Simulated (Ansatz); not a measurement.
What does this script print? It uses the Ansatz DFT code, driven from Python.

`eps_snse.py`:
```python
import logging
import sys
import warnings

import ansatz
import numpy as np

logging.basicConfig(stream=sys.stdout, format="%(name)s: %(message)s")
log = logging.getLogger("ansatz_job")
log.setLevel(logging.INFO)


def main() -> None:
    warnings.simplefilter("ignore", ansatz.DeckWarning)

    cell = (
        ansatz.Lattice.from_parameters(4.285327, 4.285327, 10.990692, alpha=90.0, beta=90.0, gamma=90.0)
        .atom("Sn", [0.5, 0.0, 0.372229])
        .atom("Sn", [0.0, 0.5, 0.627771])
        .atom("Se", [0.5, 0.0, 0.616039])
        .atom("Se", [0.0, 0.5, 0.383961])
    )

    model = (
        cell.calculation()
        .basis(550)
        .functional("pbesol")
        .kpoints(6, 6, 2)
        .occupations("fixed")
        .dielectric()
    )
    done = model.run(threads=1, pin="off")
    response = done.dielectric
    eps = np.asarray(response.eps_inf)

    values = np.linalg.eigvalsh(eps)
    print("principal values of eps_inf:", np.round(values, 3))
    print("refractive indices:", np.round(np.sqrt(values), 3))
    for site, z in zip(done.lattice.sites, response.zstar_e):
        log.info(f"{site.symbol:2s} Z* trace/3 = {np.trace(z) / 3:+.3f} e")
    log.info(f"charge neutrality missed by {response.zstar_sum_residual_pre_e:.4f} e before the sum rule")


if __name__ == "__main__":
    main()
```

`python eps_snse.py` gives:
```text
principal values of eps_inf: [ 1.988 16.243 16.243]
refractive indices: [1.41 4.03 4.03]
ansatz_job: Sn Z* trace/3 = +3.825 e
ansatz_job: Sn Z* trace/3 = +3.825 e
ansatz_job: Se Z* trace/3 = -3.825 e
ansatz_job: Se Z* trace/3 = -3.825 e
ansatz_job: charge neutrality missed by 0.0066 e before the sum rule
```

The cell holds layers, chains or clusters in vacuum, no bulk phase. With fixed filling the reported Fermi level is the top filled level among the k-points of the SCF. Averages over directions belong to no single polarisation, least of all in layered crystals. Pressure is positive in compression. Points of the mesh across the vacuum add cost only. The structure comes from a database of computed cells and needn't be a stable or known phase. This is the electronic (clamped-ion) response; a semilocal gap that is too small tends to raise it. The typed mesh is that of the SCF; the response is solved on denser meshes that the run picks. Wall time of the script: 7.5 min on 1 thread of Arm Neoverse V2, on a shared host, peak memory 2.2 GiB.
